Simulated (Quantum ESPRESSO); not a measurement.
Runs of Quantum ESPRESSO 7.5 on P. The typed cell holds 2 atoms: a = 4.160 Å, b = 4.377 Å, c = 9.119 Å, α = 88.33°, β = 89.54°, γ = 89.70°. This isn't the form of P at room conditions, which is orthorhombic.

```tsv
task	level	potentials or basis	cell	k mesh	cutoff (eV)	smearing	mixing beta	diagonalization	ASE optimiser	other keys	gap on the mesh (eV)	pressure (GPa)	largest force (eV/Å)
real-space fields	revPBE+D3(BJ)	GBRV 1.5 PBE	as given	7 × 6 × 3	612	fermi-dirac 0.2 eV	0.5	-	-	-	none	-2.7	(a)
single point	PW86PBE	SSSP 1.3 efficiency PBE	as given	7 × 6 × 3	748	methfessel-paxton 0.136 eV	0.7	rmm-davidson	-	mixing_beta = 0.7; diagonalization = rmm-davidson	none	-3.5	0.04
relaxation of the atoms	RPBE+D3(BJ)	Ansatz NC SR PBE	atoms relaxed	6 × 5 × 3	599	methfessel-paxton 0.136 eV	0.5	-	FIRE	-	(b)	0.0	0.01
single point	PBE	SSSP 1.3 efficiency PBE	as given	7 × 6 × 3	748	fermi-dirac 0.05 eV	0.5	-	-	-	none	-3.4	0.04
```

Alike in all rows: no spin polarisation.

Task: Fill in the values left out.

Result: (a) 0.02; (b) 2.17.

Caveats: the potentials were made for another functional, which shifts forces and pressure (some runs); pairwise dispersion overbinds metals, which lowers pressure and volume (some runs); this smearing can shift energies of a crystal with a gap (some runs); an odd mesh through Γ misses points on the zone boundary, where band edges often lie (some runs).

A gap of «none» marks a metal or a gap under the smearing width.
